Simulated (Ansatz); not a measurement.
# MoSe2 under changes of volume

One of the cells (20.129 Å³/atom); the others are scaled copies at fixed shape and fractional positions:

```
CELL_PARAMETERS angstrom
3.28800 0.00000 0.00000
-1.64400 2.84749 0.00000
0.00000 0.00000 12.90000
ATOMIC_POSITIONS crystal
Mo 0.66667 0.33333 0.75000
Mo 0.33333 0.66667 0.25000
Se 0.66667 0.33333 0.37500
Se 0.33333 0.66667 0.87500
Se 0.66667 0.33333 0.12500
Se 0.33333 0.66667 0.62500
```

* Program: Ansatz 0.2.0
* Functional: PBE
* Potentials or basis: JTH PAW
* Cutoff: 1800 eV (not typed: the program's choice for these potentials)
* k mesh: 9 × 9 × 2
* Occupations: fermi-dirac, width 0.05 eV
* Spin: no spin polarisation

```tsv
volume (Å³/atom)	energy over the lowest point (meV/atom)	pressure (GPa)	largest force (eV/Å)
18.922	132.97	19.1	2.336
19.324	?	?	?
19.727	56.66	11.6	1.508
20.129	31.73	8.3	1.140
20.532	14.47	5.4	0.798
20.935	4.12	2.8	0.481
21.337	0.00	0.5	0.188
```

What does the run at 19.324 Å³/atom give?

Energy over the lowest point 90.09 meV/atom; pressure 15.1 GPa; largest force 1.906 eV/Å.

Worked out: A Birch-Murnaghan fit of order 3 (a polynomial in V^(-2/3)) to the other rows has its minimum at 21.42 Å³/atom, just outside them, with B0 = V·E''(V) = 116 GPa and B' = 4.5 at fixed shape and positions, which overstates the stiffness. It gives 90.13 meV/atom at 19.324 Å³/atom, against the run's 90.09, and -dE/dV = 15.1 GPa, against 15.1.

Energies are extrapolated to zero smearing.

Caveats: the cell's inner coordinates are idealised or old, which leaves forces on the atoms; this functional lacks dispersion, which binds the layers, so the pressure and a relaxed spacing across them are unreliable.
